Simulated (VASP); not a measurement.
Wanted: the native input for a VASP 6.6.1 run.

```
Task                   : single point
Functional             : PBE
Potentials or basis    : VASP PAW PBE potentials, release 64 (Be, Te)
Cutoff                 : 520 eV
k mesh                 : 9 × 9 × 9
Occupations            : fermi-dirac, width 0.02 eV
Spin                   : no spin polarisation
Dipole correction      : no
Further INCAR settings : ALGO = Normal; EDIFF = 1e-06; NBANDS = 11
```

The structure of BeTe lies in POSCAR:

```
BeTe
1.0
    0.0000000000      2.7700000000      2.7700000000
    2.7700000000      0.0000000000      2.7700000000
    2.7700000000      2.7700000000      0.0000000000
Be Te
1 1
Direct
    0.0000000000      0.0000000000      0.0000000000
    0.2500000000      0.2500000000      0.2500000000
```

These files were run (other wordings do the same):

INCAR

```
PREC = Accurate
ENCUT = 520
EDIFF = 1E-6
ISMEAR = -1
SIGMA = 0.02
LREAL = False
LASPH = True
NELM = 80
ALGO = Normal
ISIF = 2
LWAVE = False
LCHARG = False
GGA = PE
NBANDS = 11
```

KPOINTS

```
regular mesh
0
Gamma
  9 9 9
```

Potentials or basis: VASP PAW PBE potentials, release 64 (Be, Te).

Command:

```console
$ cat potpaw_PBE.64/Be/POTCAR potpaw_PBE.64/Te/POTCAR > POTCAR
$ mpirun -np 1 vasp_std > vasp.out
```

It gave:

- Pressure: 4.5 GPa
- Band gap on the k mesh: 1.88 eV, indirect (least direct gap 3.56 eV)

Caveat: spin-orbit coupling is left out, which moves the levels of the heavy elements; an odd mesh through Γ misses points on the zone boundary, where band edges often lie.

Run time: 15 s on 1 thread of Intel(R) Xeon(R) Platinum 8488C (Sapphire Rapids), on a shared host, peak memory 0.17 GiB.
